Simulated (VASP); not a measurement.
Input of a VASP 6.6.1 run:

Contents of INCAR:

```
SYSTEM = Te2Mo
PREC = Accurate ; ENCUT = 520
EDIFF = 1E-6 ; ISMEAR = -1
SIGMA = 0.05 ; LREAL = .FALSE.
LASPH = .TRUE. ; NELM = 100
ALGO = Normal ; ISIF = 2
LWAVE = .FALSE. ; LCHARG = .FALSE.
LMAXMIX = 4 ; GGA = RP
NBANDS = 35
```

KPOINTS

```
regular mesh
0
G
  9 9 2
  0 0 0
```

The input POSCAR:

```
Te2Mo
1.0
    3.5182000000      0.0000000000      0.0000000000
   -1.7591000000      3.0468505756      0.0000000000
    0.0000000000      0.0000000000     13.9736000000
Te Mo
4 2
Direct
    0.6666666667      0.3333333333      0.3790000000
    0.3333333333      0.6666666667      0.8790000000
    0.6666666667      0.3333333333      0.1210000000
    0.3333333333      0.6666666667      0.6210000000
    0.6666666667      0.3333333333      0.7500000000
    0.3333333333      0.6666666667      0.2500000000
```

The input KPOINTS_OPT:

```
path GMKGALHA,LM,KH
15
line-mode
reciprocal
 0.0000000000  0.0000000000  0.0000000000  G
 0.5000000000  0.0000000000  0.0000000000  M

 0.5000000000  0.0000000000  0.0000000000  M
 0.3333333333  0.3333333333  0.0000000000  K

 0.3333333333  0.3333333333  0.0000000000  K
 0.0000000000  0.0000000000  0.0000000000  G

 0.0000000000  0.0000000000  0.0000000000  G
 0.0000000000  0.0000000000  0.5000000000  A

 0.0000000000  0.0000000000  0.5000000000  A
 0.5000000000  0.0000000000  0.5000000000  L

 0.5000000000  0.0000000000  0.5000000000  L
 0.3333333333  0.3333333333  0.5000000000  H

 0.3333333333  0.3333333333  0.5000000000  H
 0.0000000000  0.0000000000  0.5000000000  A

 0.5000000000  0.0000000000  0.5000000000  L
 0.5000000000  0.0000000000  0.0000000000  M

 0.3333333333  0.3333333333  0.0000000000  K
 0.3333333333  0.3333333333  0.5000000000  H
```

Potentials or basis: VASP PAW PBE potentials, release 64 (Te, Mo_sv).

Command:

```sh
$ cat potpaw_PBE.64/Te/POTCAR potpaw_PBE.64/Mo_sv/POTCAR > POTCAR
$ mpirun -np 1 vasp_std > vasp.out
```

Q: What does it give for the band gap along the path?

A: 0.73 eV, indirect (least direct gap 1.04 eV).

Q: Estimate the band gap on the k mesh.

A: 0.80 eV, indirect (least direct gap 1.04 eV).

Forces in eV/Å, atoms in the order of the input:
```
Te   0.000  0.000  0.265
Te   0.000  0.000  0.265
Te   0.000  0.000 -0.265
Te   0.000  0.000 -0.265
Mo   0.000  0.000  0.000
Mo   0.000  0.000  0.000
```

Caveat: the PAW data sets were made with another functional, which shifts forces and pressure a little; spin-orbit coupling is left out, which moves the levels of the heavy elements.

**Measured values to compare with.**

From “Broadband infrared study of pressure-tunable Fano resonance and metallization transition in 2H-MoTe2”, 2022, pmc:9569381, for a bulk crystal of Te2Mo at 300 K: band gap 0.88 ± 0.05 eV (indirect).

Against the measured gap of Te2Mo, 0.88 eV (indirect; 300 K; quoted in “Broadband infrared study of pressure-tunable Fano resonance and metallization transition in 2H-MoTe2”, 2022, pmc:9569381), the calculated 0.73 eV is off by -0.15 eV. Spin-orbit coupling on Mo, Te is left out. The value is that of RPBE, without temperature or zero-point motion. Semilocal functionals fall short of measured gaps as a rule.
